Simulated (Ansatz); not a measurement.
## ZnTe: isotropic strain +2.12 %

Consider ZnTe in the zinc blende structure (space group F-43m, No. 216; a = 6.066 Å).

It is then changed as follows: every lattice vector is stretched by 2.12 %, atoms relaxed at fixed cell.

Method: Kohn–Sham DFT with the PBEsol functional, run in Ansatz (a quantum-chemistry and plane-wave program) with PAW and 420 eV plane waves, without spin-orbit coupling. Γ-centred 9×9×9 mesh, Fermi–Dirac width 0.05 eV.

```json
[
 {"quantity": "space group", "base": "F-43m (No. 216)", "changed": "F-43m (No. 216)", "shift": "–"},
 {"quantity": "shortest interatomic distance", "base": "4.963 bohr", "changed": "5.069 bohr", "shift": "+0.1052 bohr"},
 {"quantity": "energy relative to the base (free energy F)", "base": "0 meV/atom", "changed": "+16 meV/atom", "shift": "+16 meV/atom"},
 {"quantity": "band gap", "base": "1.24 eV", "changed": "0.95 eV", "shift": "-0.29 eV"},
 {"quantity": "gap character", "base": "direct at Γ", "changed": "direct at Γ", "shift": "–"},
 {"quantity": "mean gap deformation potential ΔEg/Δln V", "base": "–", "changed": "-4.6 eV", "shift": "–"},
 {"quantity": "width of the top valence band", "base": "2.71 eV", "changed": "2.42 eV", "shift": "-0.285 eV"},
 {"quantity": "electron mass", "base": "0.083 mₑ (at Γ)", "changed": "0.069 mₑ (at Γ)", "shift": "–"},
 {"quantity": "hole mass (degenerate bands, along [100])", "base": "0.084, 0.44, 0.44 mₑ (at Γ)", "changed": "0.069, 0.49, 0.49 mₑ (at Γ)", "shift": "–"},
 {"quantity": "valley order (the lowest conduction-band minima on the path, energy above the VBM, named in the base's zone)", "base": "Γ 1.24 eV; L along ⟨111⟩ 1.73 eV; a point along ⟨100⟩, about 0.9 Å⁻¹ from Γ 2.12 eV", "changed": "Γ 0.95 eV; L along ⟨111⟩ 1.65 eV; a point along ⟨100⟩, about 0.9 Å⁻¹ from Γ 2.22 eV", "shift": "–"}
]
```

Cost of the whole job for the changed cell (relaxation, final SCF and bands): roughly 22 core-seconds.

Spin-orbit coupling, missing from the scalar runs, can matter with Te. Effective masses come from finite differences of ±0.01 Å⁻¹. Whether these cells are dynamically stable was not tested.
